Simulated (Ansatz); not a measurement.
Runs of Ansatz 0.2.0 on TiC. It takes space group Fm-3m (No. 225, cubic). Conventional cell: a = 4.331 Å, b = 4.331 Å, c = 4.331 Å, α = 90.00°, β = 90.00°, γ = 90.00°. Ti (site symmetry m-3m) is surrounded by 6 C at 2.17 Å. Around C (site symmetry m-3m) lie 6 Ti at 2.17 Å. The cell is a database's computed one.

```tsv
task	level	cell	k mesh	cutoff (eV)	smearing	basis error allowed	gap on the mesh (eV)	pressure (GPa)	relaxed volume (Å³/atom)
elastic constants	PBEsol	as given	8 × 8 × 8	330	fermi-dirac 0.05 eV	0.001 eV/atom	none	(a)	-
single point	PBE	as given	11 × 11 × 11	313	gaussian 0.012 eV	0.001 eV/atom	none	0.2	-
single point	PBE	as given	11 × 11 × 11	313	gaussian 0.023 eV	0.001 eV/atom	none	0.2	-
single point	PBE	as given	8 × 8 × 8	274	fermi-dirac 0.04 eV	0.003 eV/atom	none	0.3	-
relaxation of cell and atoms	RPBE+D3(BJ)	relaxed	11 × 11 × 11	-	fermi-dirac 0.05 eV	0.001 eV/atom	-	0.0	(b)
relaxation of cell and atoms	PBE	relaxed	11 × 11 × 11	-	fermi-dirac 0.05 eV	0.001 eV/atom	-	0.0	10.17
relaxation of cell and atoms	revPBE+D3(BJ)	relaxed	11 × 11 × 11	-	tetrahedron	0.001 eV/atom	none	0.0	9.73
```

Alike in all rows: potentials or basis all-electron LAPW, scalar-relativistic; no spin polarisation.

Task: Fill in the values left out.

Result: (a) -6.7; (b) 8.88.

Caveats: the k mesh is thin for a metal, which can move the energy by tens of meV per atom (some runs); a metal's response needs a denser mesh (some runs); the cell is more than 3 GPa from zero pressure, which shifts response properties (some runs); elastic constants of metals need much finer meshes, so these are rough (some runs); pairwise dispersion overbinds metals, which lowers pressure and volume (some runs); with tetrahedron occupations forces and stress needn't match the slope of the energy (some runs).

A gap of «none» marks a metal or a gap under the smearing width.

The runs don't all hold the same shells in valence.
